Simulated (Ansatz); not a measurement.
Ta$_{2}$C under pressure: fit and missing row

Ta$_{2}$C, P-3m1, a = 3.110 Å, c = 4.942 Å. The structure is a COD entry; whether it is the stable form wasn't checked. Ansatz: r2SCAN, PAW, 500 eV, Γ-centred 18×18×8 mesh on 3 atoms, Gaussian smearing 0.10 eV; no spin polarisation. Cell and atoms are relaxed at each pressure, and no other structure is tried, so the rows at high pressure may lie past a change of phase.

```tsv
V (Å³/atom)	P (GPa)
?	40.04
12.941	20.02
13.336	10.02
13.558	5.01
13.701	2.00
13.801	0.00
13.905	-2.00
```

Problem. Take V0 = 13.801 Å³/atom, fit the third-order Birch–Murnaghan form to the other rows, and predict the missing volume.

Solution. With the Eulerian strain f = ½[(V0/V)^(2/3) − 1] and y = P/[3f(1 + 2f)^(5/2)], the form is the line y = B0 + 1.5 B0 (B0′ − 4) f. Rows (f, y): 0.02191, 273.6; 0.01156, 272.9; 0.00596, 272.0; 0.00243, 271.0; -0.00250, 270.0. Means f = 0.007872, y = 271.90; Σ(Δf)² = 0.0003515, ΣΔfΔy = 0.05197; the slope is their ratio. y = 270.7 + 147.8 f GPa, so B0 = 270.7 GPa and B0′ = 4 + 2 × (147.8)/(3 × 270.7) = 4.36. P = 40.04 GPa is met at f = 0.03984 (y = 276.59), so V = V0 (1 + 2f)^(−3/2) = 12.302 Å³/atom. The run gave 12.294 Å³/atom, so the fit is 0.008 Å³/atom too high, a small miss on the scale of the series. The form still works here, 91 % of the fitted range beyond its end.

Spin–orbit coupling is left out, which can shift energies with elements as heavy as these.